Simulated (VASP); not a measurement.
# CO2 (I-42d) in VASP: relaxation of cell and atoms with LDA

Aim: the relaxation of cell and atoms of CO2 with LDA.

All numbers are computed with VASP 6.6.1; they aren't measurements. Logs are shortened: lines on timing, memory, paths and dates and some standing lists are left out, and cuts for length are marked.

## 1. Starting point

Symmetry: I-42d, No. 122, tetragonal system. The conventional cell has a = 3.881 Å, b = 3.881 Å, c = 5.903 Å, α = 90.00°, β = 90.00°, γ = 90.00°. C (site symmetry -4) has 4 O at 1.38 Å as nearest neighbours. O (site symmetry 2) has 2 C at 1.38 Å as nearest neighbours.

## 2. Relaxation of cell and atoms, LDA

The input, INCAR:

```
SYSTEM = CO2
ALGO     = Normal         ! electronic algorithm
EDIFF    = 1E-7           ! SCF threshold, eV
EDIFFG   = -0.005         ! ionic threshold
ENCUT    = 600            ! plane-wave cutoff, eV
IBRION   = 2              ! ionic algorithm
ISIF     = 3              ! what is computed and relaxed
ISMEAR   = 0              ! smearing method
KPAR     = 2            
LASPH    = .True.         ! aspherical terms in the spheres
LCHARG   = .False.        ! write CHGCAR
LREAL    = .False.        ! projectors in reciprocal space
LWAVE    = .False.        ! write WAVECAR
NELM     = 80             ! most SCF steps
NSW      = 90             ! ionic steps
PREC     = Accurate       ! precision mode
SIGMA    = 0.03           ! smearing width, eV
```

The input, KPOINTS:

```
k-points
0
Gamma
  12 12 12
  0 0 0
```

The input, POSCAR:

```
CO2                                     
1.0
   -1.9404225467      1.9404225467      2.9513384294
    1.9404225467     -1.9404225467      2.9513384294
    1.9404225467      1.9404225467     -2.9513384294
  C               O             
     2     4
Direct
     0.0000000000000000    0.0000000000000000    0.0000000000000000
     0.7500000000000000    0.2500000000000000    0.5000000000000000
     0.3750000000000000    0.2941942827681956    0.4191942827681956
     0.7058057172318045    0.1250000000000000    0.0808057172318045
     0.8750000000000000    0.9558057172318045    0.5808057172318045
     0.0441942827681955    0.6250000000000000    0.9191942827681955
```

Potentials or basis: VASP PAW LDA potentials, release 64 (C, O).

Launch:

```console
$ cat potpaw_LDA.64/C/POTCAR potpaw_LDA.64/O/POTCAR > POTCAR
$ mpirun -np 2 vasp_std > vasp.out
```

OUTCAR:

```text
SYSTEM = CO2
   EDIFF = 1E-7
   EDIFFG = -0.005
   ENCUT = 600
   IBRION = 2
   ISIF = 3
   ISMEAR = 0
   LASPH = .True.
   LREAL = .False.
   NELM = 80
   NSW = 90
   PREC = Accurate

 ion  position               nearest neighbor table
   1  0.000  0.000  0.000-   4 1.38   5 1.38   6 1.38   3 1.38
   2  0.750  0.250  0.500-   5 1.38   4 1.38   3 1.38   6 1.38
   3  0.375  0.294  0.419-   2 1.38   1 1.38
   4  0.706  0.125  0.081-   1 1.38   2 1.38
   5  0.875  0.956  0.581-   2 1.38   1 1.38
   6  0.044  0.625  0.919-   1 1.38   2 1.38

  LATTYP: Found a body centered tetragonal cell.
 ALAT       =     3.8808450934
 C/A-ratio  =     1.5209771884

  Lattice vectors:

 A1 = (  -1.9404225467,   1.9404225467,   2.9513384294)
 A2 = (   1.9404225467,  -1.9404225467,   2.9513384294)
 A3 = (   1.9404225467,   1.9404225467,  -2.9513384294)

Analysis of symmetry for initial positions (statically):
=====================================================================
 Subroutine PRICEL returns:
 Original cell was already a primitive cell.

 Routine SETGRP: Setting up the symmetry group for a
 body centered tetragonal supercell.

 Subroutine GETGRP returns: Found  8 space group operations
 (whereof  4 operations were pure point group operations)
 out of a pool of 16 trial point group operations.

The static configuration has the point symmetry S_4 .
 The point group associated with its full space group is D_2d.

Analysis of symmetry for dynamics (positions and initial velocities):
=====================================================================
 Subroutine PRICEL returns:
 Original cell was already a primitive cell.

 Routine SETGRP: Setting up the symmetry group for a
 body centered tetragonal supercell.

 Subroutine GETGRP returns: Found  8 space group operations
 (whereof  4 operations were pure point group operations)
 out of a pool of 16 trial point group operations.

The dynamic configuration has the point symmetry S_4 .
 The point group associated with its full space group is D_2d.

 Subroutine INISYM returns: Found  8 space group operations
 (whereof  4 operations are pure point group operations),
 and found     1 'primitive' translations

----------------------------------------------------------------------------------------

                                     Primitive cell

  volume of cell :      44.4500

  direct lattice vectors                    reciprocal lattice vectors
    -1.940422547  1.940422547  2.951338429     0.000000000  0.257675835  0.169414661
     1.940422547 -1.940422547  2.951338429     0.257675835  0.000000000  0.169414661
     1.940422547  1.940422547 -2.951338429     0.257675835  0.257675835  0.000000000

  length of vectors
     4.029997251  4.029997251  4.029997251     0.308379901  0.308379901  0.364408661

  position of ions in fractional coordinates (direct lattice)
     0.000000000  0.000000000  0.000000000
     0.750000000  0.250000000  0.500000000
     0.375000000  0.294194283  0.419194283
     0.705805717  0.125000000  0.080805717
     0.875000000  0.955805717  0.580805717
     0.044194283  0.625000000  0.919194283

  ion indices of the primitive-cell ions
   primitive index   ion index
                 1           1
                 2           2
                 3           3
                 4           4
                 5           5
                 6           6

----------------------------------------------------------------------------------------

 KPOINTS: k-points

Automatic generation of k-mesh.
 Grid dimensions read from file:
 generate k-points for:   12   12   12

 Generating k-lattice:

  Cartesian coordinates                     Fractional coordinates (reciprocal lattice)
     0.000000000  0.021472986  0.014117888     0.083333333 -0.000000000  0.000000000
     0.021472986  0.000000000  0.014117888    -0.000000000  0.083333333  0.000000000
     0.021472986  0.021472986  0.000000000     0.000000000  0.000000000  0.083333333

  Length of vectors
     0.025698325  0.025698325  0.030367388

  Shift w.r.t. Gamma in fractional coordinates (k-lattice)
     0.000000000  0.000000000  0.000000000

 Subroutine IBZKPT returns following result:
 ===========================================

 Found    163 irreducible k-points:

 Following reciprocal coordinates:
            Coordinates               Weight
  0.000000  0.000000  0.000000      1.000000
  0.083333  0.000000 -0.000000      8.000000
  0.166667  0.000000  0.000000      8.000000
  0.250000  0.000000 -0.000000      8.000000
  0.333333  0.000000  0.000000      8.000000
  0.416667  0.000000  0.000000      8.000000
[... 16 lines left out ...]
  0.500000  0.166667  0.000000     16.000000
 -0.416667  0.166667 -0.000000     16.000000
 [... further k-points ...]
   k-points           NKPTS =    163   k-points in BZ     NKDIM =    163   number of bands    NBANDS=     20
   number of dos      NEDOS =    301   number of ions     NIONS =      6
   total plane-waves  NPLWV =  32768
   dimension x,y,z NGX =    32 NGY =   32 NGZ =   32
   dimension x,y,z NGXF=    64 NGYF=   64 NGZF=   64
   ions per type =               2   4
   NGX,Y,Z   is equivalent  to a cutoff of  13.20, 13.20, 13.20 a.u.
   NGXF,Y,Z  is equivalent  to a cutoff of  26.40, 26.40, 26.40 a.u.
 SYSTEM =  CO2
   PREC   = accura    normal or accurate (medium, high low for compatibility)
   ISTART =      0    job   : 0-new  1-cont  2-samecut
   ICHARG =      2    charge: 1-file 2-atom 10-const
   ISPIN  =      1    spin polarized calculation?
   LNONCOLLINEAR =      F non collinear calculations
   LSORBIT =      F    spin-orbit coupling
   LASPH  =      T    aspherical Exc in radial PAW
   ENCUT  =  600.0 eV  44.10 Ry    6.64 a.u.   8.05  8.05  8.05*2*pi/ulx,y,z
   NELM   =     80;   NELMIN=  2; NELMDL= -5     # of ELM steps
   EDIFF  = 0.1E-06   stopping-criterion for ELM
   LREAL  =      F    real-space projection
   EDIFFG = -.5E-02   stopping-criterion for IOM
   NSW    =     90    number of steps for IOM
   IBRION =      2    ionic relax: 0-MD 1-quasi-New 2-CG
   NFREE  =      1    steps in history (QN), initial steepest desc. (CG)
   ISIF   =      3    stress and relaxation
   ISYM   =      2    0-nonsym 1-usesym 2-fastsym
   POTIM  = 0.5000    time-step for ionic-motion
   TEBEG  =    0.0;   TEEND  =   0.0 temperature during run
   PSTRESS=    0.0 pullay stress
   NELECT =      32.0000    total number of electrons
   NUPDOWN=      -1.0000    fix difference up-down
   EMIN   =  10.00;   EMAX   =-10.00  energy-range for DOS
   EFERMI =   0.00;   METHOD = LEGACY
   ISMEAR =     0;   SIGMA  =   0.03  broadening in eV -4-tet -1-fermi 0-gaus
   EFERMI_NEDOS =   21; number of points for ismear=-14 and -15
   IALGO  =     38    algorithm
   IMIX   =      4    mixing-type and parameters
     AMIX     =   0.40;   BMIX     =  1.00
     AMIX_MAG =   1.60;   BMIX_MAG =  1.00
  volume/ion in A,a.u.               =       7.41        49.99
  Fermi-wavevector in a.u.,A,eV,Ry     =   1.467239  2.772680 29.290502  2.152791
  Thomas-Fermi vector in A             =   2.582881
   LORBIT       =      0    0 simple, 1 ext, 2 COOP (PROOUT), +10 PAW based schemes
   GGA     = CA    functional components
   LHFCALC =     F    Hartree Fock is set to
   AEXX    =    0.0000 exact exchange contribution
   IVDW    =     0    specifies the selected vdW correction
   LEPSILON=     F    determine dielectric tensor
   LRPA    =     F    only Hartree local field effects (RPA)
 conjugate gradient relaxation of ions
 non-spin polarized calculation
 Gauss-broadening in eV      SIGMA  =   0.03
  energy-cutoff  :      600.00
  volume of cell :       44.45
 maximum number of plane-waves:      1504
   NGX = 17   NGY = 17   NGZ = 17

--------------------------------------- Ionic step        1  -------------------------------------------

 number of electron      32.0000007 magnetization

 Free energy of the ion-electron system (eV)
  ---------------------------------------------------
  ext. energy  EPLUGINS =         0.00000000
  ---------------------------------------------------
  free energy    TOTEN  =       -49.12974271 eV

  energy without entropy =      -49.12974271  energy(sigma->0) =      -49.12974271

------------------------ aborting loop because EDIFF is reached ----------------------------------------

  FORCE on cell =-STRESS in cart. coord.  units (eV):
  Direction    XX          YY          ZZ          XY          YZ          ZX
  --------------------------------------------------------------------------------------
  -------------------------------------------------------------------------------------
  Total       -0.1843190     -0.1843190     -0.1363141      0.0000000     -0.0000000      0.0000000
  in kB       -6.6436866     -6.6436866     -4.9133734      0.0000000     -0.0000000      0.0000000
  external PRESSURE =      -6.0669155 kB  Pullay stress =       0.0000000 kB
[... 185 lines left out ...]
  energy  without entropy=      -49.1300815072  energy(sigma->0) =      -49.13008151

--------------------------------------- Ionic step        6  -------------------------------------------

 number of electron      32.0000008 magnetization

 Free energy of the ion-electron system (eV)
  ---------------------------------------------------
  ext. energy  EPLUGINS =         0.00000000
  ---------------------------------------------------
  free energy    TOTEN  =       -49.13010712 eV

  energy without entropy =      -49.13010712  energy(sigma->0) =      -49.13010712

 E-fermi :   2.7770     XC(G=0): -12.0237

 val. band max:        2.6171394248   @ k =   0.5000   0.0000  -0.0000
 cond. band min:      10.1049490792   @ k =   0.0000   0.0000   0.0000
 fundamental gap:      7.4878096544
 Fermi energy:         2.7770497229

 k-point     1 :       0.0000    0.0000    0.0000
  band No.  band energies     occupation
      1     -21.7266      2.00000
      2     -16.3128      2.00000
      3     -16.3128      2.00000
      4     -15.5889      2.00000
      5     -12.1072      2.00000
      6      -7.4658      2.00000
[... 12 lines left out ...]
     19      12.1446      0.00000
[... 513 lines left out ...]
      4     -16.0808      2.00000
      5     -10.3589      2.00000
      6      -7.8343      2.00000
[... 12 lines left out ...]
     19      12.7820      0.00000
     20      13.1483      0.00000

 [... further k-points ...]
[... 5 lines left out ...]
  --------------------------------------------------------------------------------------
  -------------------------------------------------------------------------------------
  Total       -0.0290206     -0.0290206      0.0219074      0.0000000      0.0000000      0.0000000
  in kB       -1.0501178     -1.0501178      0.7927277      0.0000000      0.0000000      0.0000000
  external PRESSURE =      -0.4358359 kB  Pullay stress =       0.0000000 kB
[... 21 lines left out ...]
  FREE ENERGIE OF THE ION-ELECTRON SYSTEM (eV)
  ---------------------------------------------------
  free  energy   TOTEN  =       -49.1301071207 eV

  energy  without entropy=      -49.1301071207  energy(sigma->0) =      -49.13010712

 reached required accuracy - stopping structural energy minimisation
```

Run time: 2.3 min. Hardware: 2 MPI ranks of AMD EPYC 9R45 (Zen 5), shared host; peak memory 0.23 GiB.

Results:

```yaml
Free_energy: -49.1301 eV
Relaxed_volume: 7.38 Å³/atom
Relaxed_cell: a = 4.026 Å, b = 4.026 Å, c = 4.026 Å, α = 122.48°, β = 122.48°, γ = 85.76°
Space_group_after_relaxing_to_0.05_Å: I-42d (No. 122)
Energy_gained_by_relaxing: 0.1 meV/atom
Ionic_steps: 6
Pressure_after_relaxing: 0.0 GPa
Band_gap_on_the_k_mesh: 7.49 eV, indirect (least direct gap 7.96 eV)
```

Forces on the atoms (eV/Å):
```
C    0.000  0.000  0.000
C    0.000  0.000  0.000
O   -0.003  0.000  0.000
O    0.000  0.003  0.000
O    0.003  0.000  0.000
O    0.000 -0.003  0.000
```

Stress tensor (GPa, compression positive):
```
-0.11  0.00  0.00
 0.00 -0.11  0.00
 0.00  0.00  0.08
```

The path:
```
step  energy change (eV)  largest force (eV/Å)  pressure (GPa)  volume (Å³)
   1              0.0000                0.0034           -0.61        44.45
   2              0.0000                0.0656            0.62        44.27
   3             -0.0002                0.0303           -0.02        44.36
   4             -0.0003                0.0152            0.01        44.32
   5             -0.0003                0.0002            0.04        44.27
   6             -0.0004                0.0027           -0.04        44.28
```

Final structure:
```xyz
6
Lattice="-1.9370 1.9370 2.9502 1.9370 -1.9370 2.9502 1.9370 1.9370 -2.9502" Properties=species:S:1:pos:R:3 pbc="T T T"
C     3.8741    0.0000    0.0000
C     0.0000    1.9370    1.4751
O     0.6581    0.9685    0.7375
O    -0.9685    1.2789    2.2126
O     1.2789    0.9685    3.6877
O     2.9055    0.6581   -0.7375
```

Levels at points of the mesh, in eV from the valence-band top:
```csv
k point,band 12,band 13,band 14,band 15,band 16,band 17,band 18,band 19,band 20
"(0.00, 0.00, 0.00)",-1.38,-1.38,-0.92,-0.92,-0.47,7.49,9.53,9.53,9.83
"(0.50, 0.00, 0.00)",-2.37,-1.84,-1.54,-0.48,0.00,8.41,9.67,10.15,10.46
"(0.50, 0.50, 0.00)",-2.78,-0.69,-0.69,-0.57,-0.57,9.23,9.23,10.11,10.11
"(0.50, 0.50, 0.50)",-3.12,-2.95,-2.95,-0.07,-0.07,8.90,8.90,10.99,10.99
```

A k mesh can miss the band edges. Zero-point motion and thermal expansion aren't in these numbers.
